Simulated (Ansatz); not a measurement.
# NbC (Niobocarbide): elastic constants, part 1 of 2

The task, for NbC (Niobocarbide): find the equilibrium cell, tighten the relaxation for response calculations and get the elastic tensor.

Program: Ansatz 0.2.0. Level of theory: DFT r2SCAN, scalar-relativistic, plane waves, PAW. These are calculated values, not measurements.

## (1) The structure to begin with

The structure is cubic, space group Fm-3m (No. 225). Conventional cell: a = 4.469 Å, b = 4.469 Å, c = 4.469 Å, α = 90.00°, β = 90.00°, γ = 90.00°. Nb (site symmetry m-3m) is surrounded by 6 C at 2.23 Å. C (site symmetry m-3m) is surrounded by 6 Nb at 2.23 Å.

As a file:

```cif
data_structure
_symmetry_space_group_name_H-M 'P 1'
_symmetry_Int_Tables_number 1
_cell_length_a 3.1601
_cell_length_b 3.1601
_cell_length_c 3.1601
_cell_angle_alpha 60.000
_cell_angle_beta 60.000
_cell_angle_gamma 60.000
_cell_volume 22.32
loop_
_atom_site_label
_atom_site_type_symbol
_atom_site_fract_x
_atom_site_fract_y
_atom_site_fract_z
_atom_site_occupancy
Nb1 Nb 0.00000 0.00000 0.00000 1
C1 C 0.50000 0.50000 0.50000 1
```

The structure comes from the Crystallography Open Database.

## (2) Probe: one point at the start

Contents of input.yaml:

```yaml
crystal:
  lattice:
    - [0.0, 2.23455, 2.23455]
    - [2.23455, 0.0, 2.23455]
    - [2.23455, 2.23455, 0.0]
  atoms:
    - { symbol: Nb, position: [0.0, 0.0, 0.0] }
    - { symbol: C, position: [0.5, 0.5, 0.5] }
basis:
  ecutwfc: 500
kpoints:
  mp_grid: { grid: [8, 8, 8] }
hamiltonian:
  xc: r2scan
scf:
  occupations: { method: gaussian, width: 0.1 }
output:
  forces: true
  stress: true
  eigenvalues: true
```

Run with:

```sh
> ansatz run input.yaml --threads 1 --pin off --max-ram 2560MiB --backend cpu --events-out ev --progress --plain --runs-dir out
```

Log (excerpt; [...] marks lines left out):

```text
Warning: RAYON_NUM_THREADS=1 ignored (pool sized by the plan → 1); use --threads N
[...]
Pseudopotentials: kind: paw
Pseudopotential: Nb, paw, valence charge 13, recommended cutoff 500 eV (meta_gga), Nb.paw.azcp
Pseudopotential: C, paw, valence charge 4, recommended cutoff 500 eV (meta_gga), C.paw.azcp
Functional definition: r2SCAN
[...]
Crystal: 2 atoms, lattice volume = 22.315 Å³
Basis set: ecut = 500 eV, 537 PW (Γ), exchange–correlation on 96×96×96 points (64 copies of the dense FFT grid, shifted against one another)
Bands: 13, of which v1, the nominal top of the filled ones, is band 9 counted from 1 (8 counted from 0)
Symmetry: 48 space group operations
Space group: Fm-3m (ITA 225), of the structure as read, at distance tolerance 2.8e-5 Å
k-points: 29 of 512
[...]
SCF iter   1: F=—  HF=-4816.557126 eV  |F-HF|=—  |Δ(HF+E_count)|=         —  Δρ=1.44e-2  dr2=5.85e-2  dr2_τ=1.57e-1  ethr=1.77e-3  ⟨swp⟩=5.2  Hψ=4751  notcnv=0  defer=2
[...]
SCF iter   6: F=-4816.564557 eV  HF=-4816.564557 eV  |F-HF|=3.90e-8  |Δ(HF+E_count)|=   4.24e-7  Δρ=1.28e-5  dr2=1.34e-8  dr2_τ=2.31e-9  ethr=5.88e-10  ⟨swp⟩=8.3  Hψ=2451  notcnv=0
[...]
SCF converged after 6 iterations
Free energy (F): -4816.564557 eV
[...]
E sigma→0 (E₀):  -4816.562262 eV
Entropy (-TS):   -0.004589 eV (-2.294 meV/atom)
Fermi energy:    19.104097 eV
[...]
--- Forces (eV/Å), atoms counted from 1 ---
  atom   1  Nb    -0.00000000     0.00000000     0.00000000
  atom   2  C      0.00000000    -0.00000000     0.00000000
[...]
--- Stress (GPa, compression-positive) ---
        2.716235       0.000000       0.000000
       -0.000000       2.716235       0.000000
       -0.000000      -0.000000       2.716235
  P = ⅓ Tr σ = 2.7162 GPa (27.162 kbar)
--- Band table (eV; the first three rows and the last of 29) ---
  k-point 0: bands = ["-38.7770", "-13.7507", "-13.7507", "-13.7507", "4.5991", "17.5963", "17.5963", "17.5963", "18.5719", "18.5719", "18.5719", "19.2555", "19.2555", "27.1025", "29.5412", "41.7726", "41.7726"]
[...]
```

It took 1.9 s on 1 thread of Arm Neoverse V2, shared host; peak memory 0.33 GiB.

From the probe: pressure 2.7 GPa, largest force 0.00 eV/Å, gap on this mesh none (metal). By this gap the next run takes a mesh of 16×16×16.

## (3) Relaxing cell and atoms

input.yaml: that of step 2 with these lines changed.

```diff
@@ -11,3 +11,3 @@
 kpoints:
-  mp_grid: { grid: [8, 8, 8] }
+  mp_grid: { grid: [16, 16, 16] }
 hamiltonian:
@@ -20 +20,6 @@
   eigenvalues: true
+relax:
+  adjacent_minimum: "off"
+  f_tol: 0.005
+  max_steps: 80
+  cell: { stress_tol: 0.05 }
```

Run with:

```sh
> ansatz run input.yaml --threads 1 --pin off --max-ram 2560MiB --backend cpu --events-out ev --progress --plain --runs-dir out
```

Log:

```text
Warning: RAYON_NUM_THREADS=1 ignored (pool sized by the plan → 1); use --threads N
Engine: ansatz 0.2.0, aarch64-unknown-linux-gnu
[... 4 set-up lines as earlier in the session ...]
  parameter k0 = 0.174
  parameter k1 = 0.065
  parameter a1 = 4.9479
  exchange = r2scan_x(k0 = k0, k1 = k1, a1 = a1)
  correlation = r2scan_c
Crystal: 2 atoms, lattice volume = 22.315 Å³
Basis set: ecut = 500 eV, 537 PW (Γ), exchange–correlation on 96×96×96 points (64 copies of the dense FFT grid, shifted against one another)
Bands: 13, of which v1, the nominal top of the filled ones, is band 9 counted from 1 (8 counted from 0)
[... 2 set-up lines as earlier in the session ...]
k-points: 145 of 4096
Non-local potential: Nb, projectors of the file, l = 0: 3, l = 1: 2, l = 2: 2, l = 3: 1
Non-local potential: C, projectors of the file, l = 0: 2, l = 1: 2, l = 2: 1
PAW form: soft (Blöchl's): semilocal exchange-correlation on the pseudo side does not see the compensation charge
PAW frozen core: Nb, regenerated for the run's functional (the file was generated under x = pbe(κ = 0.804, μ = 0.2195149727645171), c = pbe(β = 0.06672455060314922))
PAW frozen core: C, regenerated for the run's functional (the file was generated under x = pbe(κ = 0.804, μ = 0.2195149727645171), c = pbe(β = 0.06672455060314922))
PAW one-centre angular grid: Nb, 590 points (default); XC on 160 Gauss nodes
PAW one-centre angular grid: C, 302 points (default); XC on 239 of its mesh's 2573 points in the sphere
Initial density: superposition of atomic densities (neutral atoms: chi_scale 0, normalization atom), corrected by the library's trained network
Initial wavefunctions: pseudopotential atomic-orbital guess
Functional: x = r2scan, c = r2scan; τ floored in thin density (d = 2e-4 eV/Å³)
SCF iter   1: F=—  HF=-4816.565626 eV  |F-HF|=—  |Δ(HF+E_count)|=         —  Δρ=1.48e-2  dr2=6.29e-2  dr2_τ=1.58e-1  ethr=1.77e-3  ⟨swp⟩=5.1  Hψ=10423  notcnv=0
preconditioner: auto → none  [metal: Δε(μ)=0.010 eV  Ē_g=10.008 eV  σ=0.100 eV  W_gap=0.06  n_scr=8 (ndim 8)  ℏωp=23.6 eV  f_vac=0.000  D(μ)=0.59/eV (n_scr^D=0)  sad-step TF]
SCF iter   2: F=—  HF=-4816.571564 eV  |F-HF|=—  |Δ(HF+E_count)|=   5.94e-3  Δρ=6.20e-3  dr2=5.88e-3  dr2_τ=1.67e-3  ethr=3.70e-4  ⟨swp⟩=2.2  Hψ=3819  notcnv=0  defer=52
SCF iter   3: F=—  HF=-4816.572204 eV  |F-HF|=—  |Δ(HF+E_count)|=   6.40e-4  Δρ=1.85e-3  dr2=3.33e-4  dr2_τ=2.96e-5  ethr=3.46e-5  ⟨swp⟩=2.5  Hψ=2517  notcnv=0  defer=52
SCF iter   4: F=—  HF=-4816.572476 eV  |F-HF|=—  |Δ(HF+E_count)|=   2.71e-4  Δρ=2.48e-4  dr2=6.88e-6  dr2_τ=1.85e-6  ethr=1.96e-6  ⟨swp⟩=2.0  Hψ=2402  notcnv=0  defer=52
SCF iter   5: F=—  HF=-4816.572483 eV  |F-HF|=—  |Δ(HF+E_count)|=   7.33e-6  Δρ=5.26e-5  dr2=3.29e-7  dr2_τ=9.16e-9  ethr=4.04e-8  ⟨swp⟩=2.2  Hψ=2721  notcnv=0  defer=52
SCF iter   6: F=-4816.572484 eV  HF=-4816.572484 eV  |F-HF|=1.81e-8  |Δ(HF+E_count)|=   1.30e-6  Δρ=2.07e-5  dr2=4.02e-8  dr2_τ=5.79e-9  ethr=5.88e-10  ⟨swp⟩=7.3  Hψ=9537  notcnv=0
SCF 1 converged in 6 iterations: F = -4816.572484 eV  dr2 = 4.02e-8
relax step   1: F+E_penalty+E_count = -4816.57248423 eV  Δ(F+E_penalty+E_count) = +0.000e0 eV  max|allowed force component| = 4.865e-30 eV/Å  Δτ_max = 0.0000 Å  P = +2.683 GPa  Ω = 22.315 Å³  (6 SCF iters, dr2 threshold 1.00e-7 eV, accepted)
Crystal: 2 atoms, lattice volume = 22.607 Å³
Initial density: handed on by an earlier stage of this run
Initial wavefunctions: those handed on with the density
iter 1 solved again at ethr=9.23e-6 eV; its pass at ethr=3.10e-3 eV (dr2=1.57e-3 eV) is discarded
SCF iter   1: F=—  HF=-4816.569236 eV  |F-HF|=—  |Δ(HF+E_count)|=         —  Δρ=2.22e-3  dr2=1.43e-3  dr2_τ=2.86e-3  ethr=9.23e-6  ⟨swp⟩=2.1  Hψ=12112  notcnv=0
preconditioner: auto → none  [metal: Δε(μ)=0.017 eV  Ē_g=9.767 eV  σ=0.100 eV  W_gap=0.09  n_scr=8 (ndim 8)  ℏωp=23.4 eV  f_vac=0.000  D(μ)=0.73/eV (n_scr^D=0)]
SCF iter   2: F=—  HF=-4816.573518 eV  |F-HF|=—  |Δ(HF+E_count)|=   4.28e-3  Δρ=1.12e-3  dr2=3.09e-4  dr2_τ=1.18e-4  ethr=8.42e-6  ⟨swp⟩=2.0  Hψ=3002  notcnv=0
SCF iter   3: F=—  HF=-4816.573466 eV  |F-HF|=—  |Δ(HF+E_count)|=   5.22e-5  Δρ=4.92e-4  dr2=5.04e-5  dr2_τ=4.32e-6  ethr=1.82e-6  ⟨swp⟩=2.3  Hψ=2654  notcnv=0
SCF iter   4: F=—  HF=-4816.573472 eV  |F-HF|=—  |Δ(HF+E_count)|=   6.67e-6  Δρ=2.32e-4  dr2=1.55e-5  dr2_τ=1.63e-6  ethr=2.97e-7  ⟨swp⟩=2.0  Hψ=2532  notcnv=0
SCF iter   5: F=—  HF=-4816.573469 eV  |F-HF|=—  |Δ(HF+E_count)|=   3.10e-6  Δρ=6.63e-5  dr2=1.15e-6  dr2_τ=3.04e-8  ethr=9.09e-8  ⟨swp⟩=2.0  Hψ=2236  notcnv=0
SCF iter   6: F=-4816.573469 eV  HF=-4816.573469 eV  |F-HF|=6.00e-9  |Δ(HF+E_count)|=   1.97e-7  Δρ=1.25e-5  dr2=2.20e-8  dr2_τ=2.84e-9  ethr=1.18e-9  ⟨swp⟩=5.3  Hψ=7860  notcnv=0
SCF 2 converged in 6 iterations: F = -4816.573469 eV  dr2 = 2.20e-8
relax step   2: F+E_penalty+E_count = -4816.57346901 eV  Δ(F+E_penalty+E_count) = -9.848e-4 eV  max|allowed force component| = 2.202e-30 eV/Å  Δτ_max = 0.0000 Å  P = -1.396 GPa  Ω = 22.607 Å³  energy of the carried Pulay correction = -1.478e-4 eV  (6 SCF iters, dr2 threshold 2.00e-7 eV, accepted)
Crystal: 2 atoms, lattice volume = 22.506 Å³
iter 1 solved again at ethr=1.11e-6 eV; its pass at ethr=3.10e-3 eV (dr2=1.88e-4 eV) is discarded
SCF iter   1: F=—  HF=-4816.573467 eV  |F-HF|=—  |Δ(HF+E_count)|=         —  Δρ=7.71e-4  dr2=1.70e-4  dr2_τ=3.33e-4  ethr=1.11e-6  ⟨swp⟩=2.2  Hψ=11777  notcnv=0
preconditioner: auto → none  [metal: Δε(μ)=0.003 eV  Ē_g=9.830 eV  σ=0.100 eV  W_gap=0.02  n_scr=8 (ndim 8)  ℏωp=23.5 eV  f_vac=0.000  D(μ)=0.71/eV (n_scr^D=0)]
SCF iter   2: F=—  HF=-4816.573972 eV  |F-HF|=—  |Δ(HF+E_count)|=   5.05e-4  Δρ=3.85e-4  dr2=3.71e-5  dr2_τ=1.41e-5  ethr=1.00e-6  ⟨swp⟩=2.0  Hψ=3002  notcnv=0
SCF iter   3: F=—  HF=-4816.573965 eV  |F-HF|=—  |Δ(HF+E_count)|=   6.35e-6  Δρ=1.64e-4  dr2=5.66e-6  dr2_τ=4.75e-7  ethr=2.18e-7  ⟨swp⟩=2.3  Hψ=2629  notcnv=0
SCF iter   4: F=—  HF=-4816.573966 eV  |F-HF|=—  |Δ(HF+E_count)|=   7.65e-7  Δρ=7.89e-5  dr2=1.80e-6  dr2_τ=1.87e-7  ethr=3.33e-8  ⟨swp⟩=2.0  Hψ=2532  notcnv=0
SCF iter   5: F=-4816.573966 eV  HF=-4816.573966 eV  |F-HF|=1.19e-7  |Δ(HF+E_count)|=   3.50e-7  Δρ=2.42e-5  dr2=1.58e-7  dr2_τ=2.98e-9  ethr=1.18e-9  ⟨swp⟩=3.1  Hψ=6738  notcnv=0
SCF 3 converged in 5 iterations: F = -4816.573966 eV  dr2 = 1.58e-7
relax step   3: F+E_penalty+E_count = -4816.57396575 eV  Δ(F+E_penalty+E_count) = -4.967e-4 eV  max|allowed force component| = 1.012e-29 eV/Å  Δτ_max = 0.0000 Å  P = -0.017 GPa  Ω = 22.506 Å³  energy of the carried Pulay correction = -9.701e-5 eV  (5 SCF iters, dr2 threshold 2.00e-7 eV, accepted)
Initial wavefunctions: pseudopotential atomic-orbital guess (no wavefunctions were taken with the density)
iter 1 solved again at ethr=1.22e-8 eV; its pass at ethr=3.10e-3 eV (dr2=2.07e-6 eV) is discarded
SCF iter   1: F=—  HF=-4816.574061 eV  |F-HF|=—  |Δ(HF+E_count)|=         —  Δρ=3.99e-5  dr2=1.86e-7  dr2_τ=1.58e-7  ethr=1.22e-8  ⟨swp⟩=3.7  Hψ=16088  notcnv=0
preconditioner: auto → none  [metal: Δε(μ)=0.009 eV  Ē_g=9.824 eV  σ=0.100 eV  W_gap=0.05  n_scr=8 (ndim 8)  ℏωp=23.5 eV  f_vac=0.000  D(μ)=0.72/eV (n_scr^D=0)]
SCF iter   2: F=—  HF=-4816.574061 eV  |F-HF|=—  |Δ(HF+E_count)|=   2.44e-7  Δρ=2.32e-5  dr2=1.05e-7  dr2_τ=2.68e-8  ethr=1.10e-9  ⟨swp⟩=2.0  Hψ=2548  notcnv=0
SCF iter   3: F=—  HF=-4816.574061 eV  |F-HF|=—  |Δ(HF+E_count)|=   7.59e-9  Δρ=1.31e-5  dr2=4.01e-9  dr2_τ=6.27e-9  ethr=6.20e-10  ⟨swp⟩=2.3  Hψ=2392  notcnv=0
SCF iter   4: F=—  HF=-4816.574061 eV  |F-HF|=—  |Δ(HF+E_count)|=   7.00e-8  Δρ=1.30e-6  dr2=5.97e-11  dr2_τ=5.89e-11  ethr=2.36e-11  ⟨swp⟩=2.5  Hψ=2928  notcnv=0
SCF iter   5: F=-4816.574061 eV  HF=-4816.574061 eV  |F-HF|=2.73e-12  |Δ(HF+E_count)|=  5.36e-10  Δρ=1.19e-7  dr2=3.16e-12  dr2_τ=7.39e-13  ethr=1.00e-12  ⟨swp⟩=5.9  Hψ=7514  notcnv=0
SCF 4 converged in 5 iterations: F = -4816.574061 eV  dr2 = 3.16e-12
relax step   4: F+E_penalty+E_count = -4816.57406109 eV  Δ(F+E_penalty+E_count) = -9.533e-5 eV  max|allowed force component| = 9.335e-30 eV/Å  Δτ_max = 0.0000 Å  P = -0.018 GPa  Ω = 22.506 Å³  stress off target by 1.80e-2 GPa  SCF on the basis re-selected at this cell (its energy is not comparable with the rows above)  (5 SCF iters)
basis re-selected at this cell: Δ(F+E_penalty+E_count) = -9.533e-5 eV, ΔP = -0.001 GPa vs the last step (what re-selecting the basis moved, of the pressure what is left beyond the Pulay correction that the steps carried, after the strain that the cell walked since its last selection, with what the two solves' SCF thresholds leave and, on support functions, any second-order correction that the steps lacked; it is no measure of the basis error at this ecutwfc). This SCF's stress stands 1.80e-2 GPa from its target on what of the cell is left free (relax.cell.stress_tol is 5.00e-2 GPa) and its largest allowed force component is 9.33e-30 eV/Å (relax.f_tol is 5.00e-3 eV/Å): within both
SCF converged after 5 iterations
Free energy (F): -4816.574061 eV
Harris-Foulkes:  -4816.574061 eV  (|F-HF|=2.73e-12)
Internal energy: -4816.570476 eV  (E = F + TS)
E sigma→0 (E₀):  -4816.572269 eV
Entropy (-TS):   -0.003585 eV (-1.793 meV/atom)
Fermi energy:    18.724049 eV
--- Per-component energies (eV) ---
  E_band       = -48.341471
  E_kinetic    = 483.382299
  E_local      = -703.485574  (includes V_loc(G=0)·N_el)
  E_nonlocal   = 143.003639
  E_hartree    = 213.580547
  E_xc         = -218.521775
  E_vxc        = -303.543398  (∫ρ·V_xc dr)
  E_paw        = -3189.661164  (= ΣΔE_a)
  E_vpaw       = -112.850637  (= ΣTr[D̂ρ^β])
  E_aug_tail   = 0.000009  (compensation charges beyond the density's cutoff)
  E_vtau       = 17.991060  (kinetic-family band-sum trace: ∫τ·v_τ [+ j·A + Jᵃ·Aᵃ] dr)
  E_ewald      = -1544.651253
  E_core_change = -0.217204  (= ΣΔE_core)
  E_smearing   = -0.003585  (= −TS)
  E_closure    = 0.000000  (closes the sum)
  Σ components = -4816.574061   (vs F -4816.574061, Δ=0.00e0)
--- Forces (eV/Å), atoms counted from 1 ---
  atom   1  Nb    -0.00000000    -0.00000000    -0.00000000
  atom   2  C      0.00000000    -0.00000000     0.00000000
  max |Σ_I F_I| component: 1.08e-29 eV/Å
--- Stress (GPa, compression-positive) ---
       -0.017998      -0.000000      -0.000000
       -0.000000      -0.017998      -0.000000
       -0.000000       0.000000      -0.017998
  P = ⅓ Tr σ = -0.0180 GPa (-0.180 kbar)
--- Band table (eV; the first three rows and the last of 145) ---
  k-point 0: bands = ["-38.9727", "-13.9528", "-13.9528", "-13.9528", "4.4695", "17.4322", "17.4322", "17.4322", "18.4050", "18.4050", "18.4050", "19.0673", "19.0673"]
  k-point 1: bands = ["-38.9686", "-13.9878", "-13.9559", "-13.9559", "4.5706", "16.9086", "17.1970", "17.1970", "17.8809", "17.8809", "18.7285", "20.0298", "20.0298"]
  k-point 2: bands = ["-38.9566", "-14.0863", "-13.9648", "-13.9648", "4.8650", "15.9585", "16.3181", "16.3181", "18.0166", "18.0166", "19.1554", "21.3709", "21.3709"]
  k-point 144: bands = ["-38.8245", "-14.4737", "-14.4737", "-14.2626", "6.6043", "13.8297", "14.1545", "14.1545", "20.3331", "20.3331", "22.0654", "24.1047", "24.1863"]
--- Relaxed structure (3 steps of the walk, 3 accepted, 1 SCFs on fresh bases) ---
  F+E_penalty+E_count = -4816.57406109 eV   max|allowed force component| = 9.335e-30 eV/Å   (the final SCF, on the basis selected at the relaxed cell)
  cell:  # Å, volume = 22.5063 Å³
    - [-3.0572232197373543e-34, 2.240912895794428, 2.240912895794428]
    - [2.240912895794428, 1.5286116098686765e-34, 2.240912895794428]
    - [2.240912895794428, 2.240912895794428, 3.057223219737354e-34]
  atoms:
    - { symbol: Nb, position: [1.1222489010129584e-36, -1.7955982416196932e-36, -8.977991208108786e-37] }
    - { symbol: C, position: [0.49999999999999994, 0.49999999999999994, 0.49999999999999994] }
```

Run time: 19 s. Hardware: 1 thread of Arm Neoverse V2, shared host; peak memory 0.4 GiB.

The steps of the relaxation:

| step | energy from step 1 (eV/cell) | largest force component (eV/Å) | pressure (GPa) | volume (Å³) |
| --- | --- | --- | --- | --- |
| 1 | 0.0000 | 0.0000 | 2.68 | 22.32 |
| 2 | -0.0010 | 0.0000 | -1.40 | 22.61 |
| 3 | -0.0015 | 0.0000 | -0.02 | 22.51 |
| 4 | -0.0016 | 0.0000 | -0.02 | 22.51 |

Step 1 is the start. Step 4 repeats the geometry before it on a plane-wave basis chosen anew for that cell, so its energy need not be comparable with the rows above.

Lengths and angles in the start's conventional setting:

|  | before | after | change |
| --- | --- | --- | --- |
| a (Å) | 4.469 | 4.482 | +0.3 % |
| b (Å) | 4.469 | 4.482 | +0.3 % |
| c (Å) | 4.469 | 4.482 | +0.3 % |
| volume (Å³/atom) | 11.16 | 11.25 | +0.9 % |
| shortest distance (Å) | 2.235 | 2.241 | +0.3 % |
| space group (0.01 Å) | Fm-3m | Fm-3m | same |

The run keeps the 48 symmetry operations of the start, so it could not have lowered the symmetry.

## (4) Tight relaxation for the response runs, with the smearing for a metal

Response runs need a geometry at rest under their own mesh and occupations; hence this stricter relaxation.

Contents of input.yaml:

```yaml
crystal:
  lattice:
    - [0.0, 2.2409128958, 2.2409128958]
    - [2.2409128958, 0.0, 2.2409128958]
    - [2.2409128958, 2.2409128958, 0.0]
  atoms:
    - { symbol: Nb, position: [0.0, 0.0, 0.0] }
    - { symbol: C, position: [0.5, 0.5, 0.5] }
basis:
  ecutwfc: 500
kpoints:
  mp_grid: { grid: [16, 16, 16] }
hamiltonian:
  xc: r2scan
scf:
  occupations: { method: fermi_dirac, width: 0.15 }
output:
  forces: true
  stress: true
  eigenvalues: true
  write_density: true
  write_potential: true
  elf: true
  volumetric_format: npy
relax:
  adjacent_minimum: "off"
  f_tol: 0.001
  max_steps: 60
  cell: { stress_tol: 0.01 }
```

Run with:

```sh
> ansatz run input.yaml --threads 1 --pin off --max-ram 2560MiB --backend cpu --events-out ev --progress --plain --runs-dir out
```

Log (excerpt; [...] marks lines left out):

```text
Warning: RAYON_NUM_THREADS=1 ignored (pool sized by the plan → 1); use --threads N
[...]
[... 4 set-up lines as earlier in the session ...]
[...]
Crystal: 2 atoms, lattice volume = 22.506 Å³
Basis set: ecut = 500 eV, 537 PW (Γ), exchange–correlation on 96×96×96 points (64 copies of the dense FFT grid, shifted against one another)
Bands: 13, of which v1, the nominal top of the filled ones, is band 9 counted from 1 (8 counted from 0)
[... 2 set-up lines as earlier in the session ...]
k-points: 145 of 4096
[...]
--- Stress (GPa, compression-positive) ---
        0.000465      -0.000000      -0.000000
       -0.000000       0.000465      -0.000000
       -0.000000      -0.000000       0.000465
  P = ⅓ Tr σ = 0.0005 GPa (0.005 kbar)
--- Band table (eV; the first three rows and the last of 145) ---
  k-point 0: bands = ["-38.9762", "-13.9578", "-13.9578", "-13.9578", "4.4578", "17.4244", "17.4244", "17.4244", "18.3881", "18.3881", "18.3881", "19.0592", "19.0592", "26.8048", "29.3599", "41.4175", "41.4175"]
[...]
--- Relaxed structure (3 steps of the walk, 3 accepted, 1 SCFs on fresh bases) ---
  F+E_penalty+E_count = -4816.59810871 eV   max|allowed force component| = 2.268e-30 eV/Å   (the final SCF, on the basis selected at the relaxed cell)
  cell:  # Å, volume = 22.5203 Å³
    - [2.2929174148030154e-34, 2.241374828021887, 2.241374828021887]
    - [2.241374828021887, -1.2738430082238982e-35, 2.241374828021887]
    - [2.241374828021887, 2.241374828021887, -8.916901057567283e-35]
  atoms:
    - { symbol: Nb, position: [1.748534943230951e-38, -2.7976559091038744e-38, -1.398827954652443e-38] }
    - { symbol: C, position: [0.5, 0.5, 0.5] }
```

It took 22 s on 1 thread of Arm Neoverse V2, shared host; peak memory 0.42 GiB.

Relaxation path:

| step | energy from step 1 (eV/cell) | largest force component (eV/Å) | pressure (GPa) | volume (Å³) |
| --- | --- | --- | --- | --- |
| 1 | 0.0000 | 0.0000 | 0.19 | 22.51 |
| 2 | 0.0000 | 0.0000 | -0.11 | 22.53 |
| 3 | 0.0000 | 0.0000 | 0.00 | 22.52 |
| 4 | 0.0000 | 0.0000 | 0.00 | 22.52 |

Step 1 is the start. Step 4 repeats the geometry before it on a plane-wave basis chosen anew for that cell, so its energy need not be comparable with the rows above.

Lengths and angles in the start's conventional setting:

|  | before | after | change |
| --- | --- | --- | --- |
| a (Å) | 4.482 | 4.483 | 0.0 % |
| b (Å) | 4.482 | 4.483 | 0.0 % |
| c (Å) | 4.482 | 4.483 | 0.0 % |
| volume (Å³/atom) | 11.25 | 11.26 | +0.1 % |
| shortest distance (Å) | 2.241 | 2.241 | 0.0 % |
| space group (0.01 Å) | Fm-3m | Fm-3m | same |

Forces and stress were held to the start's 48 operations: a distortion of lower symmetry was not tested.

Axes a, b and c in the maps are those of this run's conventional cell (a, b, c = 4.483, 4.483, 4.483 Å).

Density in a lattice plane of the grid's cell (edges 4.48 and 4.48 Å, at 0.000 of the third edge), which holds Nb and C.

Ten even steps from '0' (0.23 e/Å³) to '9' (5.07 e/Å³):
```
999631001122322110013699
986410000112221100001468
543100000011111000000134
111000000000000000000011
000000000000000000000000
000000000011111000000000
111000000134543100000011
221100001468986410000112
322110013699999631001122
232210013799799731001223
322110013699999631001122
221100001468986410000112
111000000134543100000011
000000000011111000000000
000000000000000000000000
111000000000000000000011
543100000011111000000134
986410000112221100001468
999631001122322110013699
799731001223232210013799
```
Columns run along the first of these edges and rows up along the second, over one cell in 24 and 20 even steps from the bottom left corner. Atoms in the plane (fractional): Nb at (0.00, 0.00), Nb at (0.50, 0.50), C at (0.00, 0.50), C at (0.50, 0.00).

ELF in the same plane.

Ten even steps from '0' (0.00) to '9' (0.77):
```
469974369973137996347996
999853369998789996335899
987532358999999985323578
554222346677777664322245
333333333333333333333333
777664322245554222346677
999985323578987532358999
789996335899999853369998
137996347996469974369973
015996347973037974369951
137996347996469974369973
789996335899999853369998
999985323578987532358999
777664322245554222346677
333333333333333333333333
554222346677777664322245
987532358999999985323578
999853369998789996335899
469974369973137996347996
037974369951015996347973
```
Columns run along the first of these edges and rows up along the second, over one cell in 24 and 20 even steps from the bottom left corner. Atoms in the plane (fractional): Nb at (0.00, 0.00), Nb at (0.50, 0.50), C at (0.00, 0.50), C at (0.50, 0.00).

Both are smooth fields of the valence electrons: close to the nuclei they are not physical.

The highest ELF values outside the cores: 0.79 in the shell around C, 0.7 Å from C.

(Continued in part 2 of 2.)
